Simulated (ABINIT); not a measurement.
Here is an ABINIT 10.8.3 (patched build) calculation.

File run.abi:

```
# Pseudopotentials
pp_dirpath "./"
pseudos "Pb.upf, S.upf"

# Structure
acell 3*1.0
rprim
     7.7284085604     0.0000000000     0.0000000000
    -3.8642042801     6.6929981441     0.0000000000
     0.0000000000     0.0000000000     7.1585981443
ntypat 2
znucl 82 16
natom 2
typat 1 2
xred
     0.0000000000     0.0000000000     0.0000000000
     0.6666666667     0.3333333333     0.5000000000

# Plane-wave basis
ecut 26.0

# k points
kptopt 1
ngkpt 6 6 5
nshiftk 1
shiftk 0.0 0.0 0.0

# Exchange and correlation
ixc 11

# Bands and occupations
nband 14
occopt 3
tsmear 0.00183747

# SCF cycle
nstep 100
tolvrs 1.0e-10

# Output
iomode 3
prtwf 0
prtden 0
prteig 0
prtebands 0
```

Potentials or basis: PseudoDojo NC SR PBE v0.4.1 standard.

Command:

```bash
$ mpirun --bind-to none -np 4 abinit run.abi > log 2>&1
```

(1) Estimate the pressure.

(2) What does it give for the band gap on the k mesh?

Results:

(1) -0.1 GPa.

(2) 0.05 eV, indirect (least direct gap 1.74 eV).

Caveat: spin-orbit coupling is left out, which as a rule narrows the gap of such compounds by several tenths of an eV; an odd mesh through Γ misses points on the zone boundary, where band edges often lie.
